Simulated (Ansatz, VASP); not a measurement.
**Two plane-wave programs on EuO**

Contents of INCAR:

```
ALGO = Normal
EDIFF = 1E-6
ENCUT = 520
GGA = PS
ISIF = 2
ISMEAR = 0
ISPIN = 2
LASPH = T
LCHARG = F
LDAU = T
LDAUJ = 0 0
LDAUL = 3 -1
LDAUPRINT = 1
LDAUTYPE = 2
LDAUU = 4 0
LMAXMIX = 6
LORBIT = 11
LREAL = F
LWAVE = F
MAGMOM = 7 0
NBANDS = 22
NELM = 150
PREC = Accurate
SIGMA = 0.05
```

KPOINTS

```
k-points
0
Gamma
  6 6 6
```

File POSCAR:

```
EuO
1.0
    0.0000000000      2.5719519700      2.5719519700
    2.5719519700      0.0000000000      2.5719519700
    2.5719519700      2.5719519700      0.0000000000
Eu O
1 1
Direct
    0.5000000000      0.5000000000      0.5000000000
    0.0000000000      0.0000000000      0.0000000000
```

Input for Ansatz:

```yaml
crystal:
  lattice:
    - [0.0, 2.57195197, 2.57195197]
    - [2.57195197, 0.0, 2.57195197]
    - [2.57195197, 2.57195197, 0.0]
  atoms:
    - { symbol: Eu, position: [0.5, 0.5, 0.5], spin: 7.0 }
    - { symbol: O, position: [0.0, 0.0, 0.0] }
basis:
  ecutwfc: 420
  ecutrho_ratio: 4
kpoints:
  mp_grid: { grid: [6, 6, 6] }
hamiltonian:
  xc: pbesol
  hubbard: { sites: [{ site: 0, l: f, u_eff: 4.0 }] }
scf:
  occupations: { method: gaussian, width: 0.05 }
  lower_state_search: "off"
  max_iter: 150
output:
  forces: true
  stress: true
  eigenvalues: true
  populations: true
  hubbard: { sites: [{ site: 0, l: f }] }
magnetization:
  spin_polarized: true
```

Alike in both runs: task single point; functional PBEsol; k mesh 6 × 6 × 6; occupations gaussian, width 0.05 eV; collinear spin; Hubbard terms Eu f U = 4.0 eV.

|  | VASP | Ansatz |
| --- | --- | --- |
| version | VASP 6.6.1 | Ansatz 0.2.0 |
| potentials or method | VASP PAW PBE potentials, release 64 (Eu, O) | scalar-relativistic, plane waves, PAW |
| plane-wave cutoff (eV) | 520 | 420 |
| valence electrons in the cell | 23 | 23 |

```tsv
	VASP	Ansatz	Ansatz less VASP
gap on the k mesh at the Fermi level (eV)	none	none	-
pressure (GPa)	-5.4	-4.8	+0.56
net moment per atom (μB)	3.50	3.50	0.000
size of the moment on the site where the two differ most (μB)	6.70	6.72	+0.020
```

Site moments also hang on the region over which each program counts them. The programs project onto different local orbitals, so the same U acts differently. A gap of «none» marks a metal or a gap that the smearing closes. Ansatz warned: «filled_band_counts_differ_across_k_points».

Caveats: the PAW data sets were made with another functional, which shifts forces and pressure a little (VASP); spin-orbit coupling is left out, which moves the levels of the heavy elements; a cell with one magnetic atom can't hold antiferromagnetic order, which such compounds often take. The state reached can hang on the start; a lower one may exist.
